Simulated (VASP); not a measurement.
A run of VASP 6.6.1 is set up as follows.

File INCAR:

```
SYSTEM = SnSe2
PREC = Accurate
ENCUT = 600
EDIFF = 1E-7
ISMEAR = 0
SIGMA = 0.03
LREAL = .False.
LASPH = .True.
NELM = 80
ALGO = Normal
ISIF = 3
LWAVE = .False.
LCHARG = .False.
IBRION = 2
NSW = 90
EDIFFG = -0.005
PSTRESS = 51.0
```

Contents of KPOINTS:

```
regular mesh
0
Gamma
  9 9 5
  0 0 0
```

POSCAR

```
SnSe2                                   
1.0
    3.7600006792     -0.0000000000      0.0000000000
   -1.8800003396      3.2562561064      0.0000000000
   -0.0000000000     -0.0000000000      5.4489697768
  Sn              Se            
     1     2
Direct
     0.0000000000000000    0.0000000000000000    0.0000000000000000
     0.3333333332999970    0.6666666667000030    0.2888302466679810
     0.6666666667000030    0.3333333332999970    0.7111697533320190
```

Potentials or basis: VASP PAW LDA potentials, release 64 (Sn_d, Se).

Launch:

```bash
$ cat potpaw_LDA.64/Sn_d/POTCAR potpaw_LDA.64/Se/POTCAR > POTCAR
$ mpirun -np 1 vasp_std > vasp.out
```

Problem. Estimate the relaxed volume.

Solution. 22.22 Å³/atom.

Problem. What does it give for the relaxed cell?

Solution. a = 3.759 Å, b = 3.759 Å, c = 5.447 Å, α = 90.00°, β = 90.00°, γ = 120.00°.

Problem. Predict the band gap on the k mesh.

Solution. None (metal or under the smearing width).

Final structure:
```xyz
3
Lattice="3.7594 0.0000 0.0000 -1.8797 3.2557 0.0000 0.0000 0.0000 5.4472" Properties=species:S:1:pos:R:3 pbc="T T T"
Sn    0.0000    0.0000    0.0000
Se    0.0000    2.1705    1.5742
Se    1.8797    1.0852    3.8730
```

Caveat: the cell is relaxed towards a set pressure, so the enthalpy falls and the energy may rise.
